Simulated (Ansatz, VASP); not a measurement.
## One calculation of Mg, two programs

File INCAR:

```
PREC = Accurate
ENCUT = 520
EDIFF = 1E-8
ISMEAR = -1
SIGMA = 0.05
LREAL = F
LASPH = T
NELM = 80
ALGO = Normal
ISIF = 2
LWAVE = F
LCHARG = F
LEFG = T
NBANDS = 9
```

KPOINTS

```
regular mesh
0
Gamma
  12 12 7
```

POSCAR

```
Mg
1.0
    3.1658976813      0.0000000000      0.0000000000
   -1.5829488406      2.7417478178      0.0000000000
    0.0000000000      0.0000000000      5.1399115029
Mg
2
Direct
    0.3333333333      0.6666666667      0.2500000000
    0.6666666667      0.3333333333      0.7500000000
```

Input for Ansatz:

```yaml
crystal:
  lattice:
    - [3.1658976813, 0.0, 0.0]
    - [-1.5829488406, 2.7417478178, 0.0]
    - [0.0, 0.0, 5.1399115029]
  atoms:
    - { symbol: Mg, position: [0.3333333333, 0.6666666667, 0.25] }
    - { symbol: Mg, position: [0.6666666667, 0.3333333333, 0.75] }
kpoints:
  mp_grid: { grid: [12, 12, 7] }
scf:
  occupations: { method: fermi_dirac, width: 0.05 }
hamiltonian:
  xc: lda
  pseudopotentials: { kind: paw }
output:
  forces: true
  stress: true
  eigenvalues: true
  efg: { contact_densities: true }
```

Change from the starting cell: volume scaled by 0.96, PAW files.

Alike in both runs: task electric field gradients; functional LDA; k mesh 12 × 12 × 7; occupations fermi-dirac, width 0.05 eV; no spin polarisation.

```csv
,VASP,Ansatz
version,VASP 6.6.1,Ansatz 0.2.0
potentials or method,"VASP PAW LDA potentials, release 64 (Mg)","PAW with Ansatz's default frozen-core files, scalar-relativistic"
plane-wave cutoff (eV),520,420
valence electrons in the cell,4,20
```

Ansatz gave:

```
pressure (GPa)                                                 : -1.2
largest component of the traceless stress (GPa)                : 0.62
Vzz of the field gradient on the site that differs most (V/Å²) : 1.3
```

Problem. Which values does VASP return?

Solution. Pressure (GPa): -1.5; largest component of the traceless stress (GPa): 0.62; Vzz of the field gradient on the site that differs most (V/Å²): 1.3.

The two sets of potentials don't hold the same shells in valence.
